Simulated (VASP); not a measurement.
Here is a VASP 6.6.1 calculation.

File run.py:

```python
from ase.calculators.vasp import Vasp
from ase.dft.bandgap import bandgap
from ase.spacegroup import crystal

atoms = crystal(
    ['Zn'],
    basis=[[0.0, 0.0, 0.0]],
    spacegroup=225,
    setting=1,
    cellpar=[3.929552, 3.929552, 3.929552, 90.0, 90.0, 90.0],
    primitive_cell=True,
)
calc = Vasp(
    directory='calc',
    xc='lda',
    pp='LDA',
    setups='materialsproject',
    prec='Accurate',
    encut=520,
    ediff=1e-06,
    ismear=1,
    sigma=0.1,
    lreal=False,
    lasph=True,
    nelm=60,
    algo='Normal',
    isif=2,
    lwave=False,
    lcharg=False,
    kpts=[12, 12, 12],
    gamma=True,
    nbands=12,
)
atoms.calc = calc

print('energy (eV):', atoms.get_potential_energy())
print('free energy (eV):', atoms.get_potential_energy(force_consistent=True))
print('forces (eV/A):')
print(atoms.get_forces())
print('stress (eV/A^3, Voigt):', atoms.get_stress())
print('Fermi level (eV):', calc.get_fermi_level())
gap, top, bottom = bandgap(calc)
print('band gap (eV):', gap, 'from (spin, k, band)', top, 'to', bottom)
```

Potentials or basis: VASP PAW LDA potentials, release 64 (Zn).

Run with:

```bash
$ python run.py
```

Question: What does it give for the band gap on the k mesh?

Answer: None (metal or under the smearing width).

Question: Estimate the pressure.

Answer: -8.1 GPa.
